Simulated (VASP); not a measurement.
Write the native input for VASP 6.6.1 that does the following.

```yaml
Task: band structure
Functional: PBE
Potentials_or_basis: VASP PAW PBE potentials, release 64 (Ti_pv, Si)
Cutoff: 520 eV
k_mesh: 7 × 7 × 7
Occupations: fermi-dirac, width 0.05 eV
Spin: no spin polarisation
Further_INCAR_settings: ALGO = Fast; EDIFF = 1e-06
```

Crystal: TiSi2.

```
CELL_PARAMETERS angstrom
0.00000 4.11752 4.26290
2.38951 0.00000 4.26290
2.38951 4.11752 0.00000
ATOMIC_POSITIONS crystal
Ti 0.75000 0.75000 0.75000
Ti 0.50000 0.50000 0.50000
Si 0.41257 0.08743 0.41257
Si 0.08743 0.41257 0.08743
Si 0.16257 0.83743 0.16257
Si 0.83743 0.16257 0.83743
```

The cell is a database's computed one.

These files were run (other wordings do the same):

POSCAR

```
TiSi2
1.0
    0.0000000000      4.1175163063      4.2628978354
    2.3895119538      0.0000000000      4.2628978354
    2.3895119538      4.1175163063      0.0000000000
Ti Si
2 4
Direct
    0.7500000000      0.7500000000      0.7500000000
    0.5000000000      0.5000000000      0.5000000000
    0.4125656100      0.0874343900      0.4125656100
    0.0874343900      0.4125656100      0.0874343900
    0.1625656100      0.8374343900      0.1625656100
    0.8374343900      0.1625656100      0.8374343900
```

INCAR.step1

```
PREC = Accurate
ENCUT = 520
EDIFF = 1E-6
ISMEAR = -1
SIGMA = 0.05
LREAL = False
LASPH = True
NELM = 60
ALGO = Fast
ISIF = 2
LWAVE = False
LCHARG = True
LMAXMIX = 4
GGA = PE
```

KPOINTS.step1

```
Automatic mesh
0
Gamma
  7 7 7
```

INCAR.step2

```
PREC = Accurate
ENCUT = 520
EDIFF = 1E-6
ISMEAR = 0
SIGMA = 0.05
LREAL = False
LASPH = True
NELM = 60
ALGO = Fast
ISIF = 2
LWAVE = False
LCHARG = False
LMAXMIX = 4
GGA = PE
ICHARG = 11
```

KPOINTS.step2

```
path GYTZGXA1Y,TX1,XAZ,LG
20
line-mode
reciprocal
 0.0000000000  0.0000000000  0.0000000000  G
 0.5000000000  0.0000000000  0.5000000000  Y

 0.5000000000  0.0000000000  0.5000000000  Y
 1.0000000000  0.5000000000  0.5000000000  T

 1.0000000000  0.5000000000  0.5000000000  T
 0.5000000000  0.5000000000  0.0000000000  Z

 0.5000000000  0.5000000000  0.0000000000  Z
 0.0000000000  0.0000000000  0.0000000000  G

 0.0000000000  0.0000000000  0.0000000000  G
 0.0000000000  0.4127457158  0.4127457158  X

 0.0000000000  0.4127457158  0.4127457158  X
 0.5000000000  0.2443551471  0.7443551471  A1

 0.5000000000  0.2443551471  0.7443551471  A1
 0.5000000000  0.0000000000  0.5000000000  Y

 1.0000000000  0.5000000000  0.5000000000  T
 1.0000000000  0.5872542842  0.5872542842  X1

 0.0000000000  0.4127457158  0.4127457158  X
 0.5000000000  0.7556448529  0.2556448529  A

 0.5000000000  0.7556448529  0.2556448529  A
 0.5000000000  0.5000000000  0.0000000000  Z

 0.5000000000  0.5000000000  0.5000000000  L
 0.0000000000  0.0000000000  0.0000000000  G
```

Potentials or basis: VASP PAW PBE potentials, release 64 (Ti_pv, Si).

Launch:

```bash
$ cat potpaw_PBE.64/Ti_pv/POTCAR potpaw_PBE.64/Si/POTCAR > POTCAR
$ cp INCAR.step1 INCAR
$ cp KPOINTS.step1 KPOINTS
$ mpirun -np 1 vasp_std > vasp.out
$ cp INCAR.step2 INCAR
$ cp KPOINTS.step2 KPOINTS
$ mpirun -np 1 vasp_std > vasp.out
```

It gave:

* Band gap along the path: none (metal or under the smearing width)

Caveat: the log is that of the step along the path at fixed density, whose energy, stress, charges and moments have no meaning.

Wall time 7 min on 1 thread of Intel(R) Xeon(R) Platinum 8375C CPU @ 2.90GHz (Ice Lake), on a shared host, peak memory 0.48 GiB.
